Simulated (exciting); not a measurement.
# MgB2: equation of state with PBEsol

Crystal: MgB2.

```
CELL_PARAMETERS angstrom
3.08500 0.00000 0.00000
-1.54250 2.67169 0.00000
0.00000 0.00000 3.52300
ATOMIC_POSITIONS crystal
Mg 0.00000 0.00000 0.00000
B 0.66667 0.33333 0.50000
B 0.33333 0.66667 0.50000
```

```json
{"Program": "exciting (release sodium)", "Task": "equation of state", "Functional": "PBEsol", "Potentials or basis": "all-electron LAPW+lo, shipped species files, valence relativity iora*", "rgkmax": "7", "k mesh": "10 × 10 × 8", "Occupations": "fermi-dirac, width 0.05 eV", "Spin": "no spin polarisation", "gmaxvr (cutoff of density and potential)": "14 1/bohr", "lmaxapw (and lmaxmat)": "10", "lmaxvr": "8", "nempty": "12", "Valence relativity": "iora*", "Muffin-tin radii": "Mg 2.0, B 1.45 bohr"}
```

The equilibrium volume is 9.49 Å³/atom, the bulk modulus at fixed shape and positions is 156 GPa and the pressure derivative of the bulk modulus is 3.5.

Energy against volume, from the lowest point:
```tsv
volume (Å³/atom)	energy (meV/atom)
9.098	8.41
9.292	2.10
9.485	0.00
9.679	1.74
9.873	7.03
10.066	15.45
10.260	26.84
```

Caveat: the cell was scaled at fixed shape and fractional positions, which overstates the stiffness of a crystal with free parameters, most of all of layers and chains.
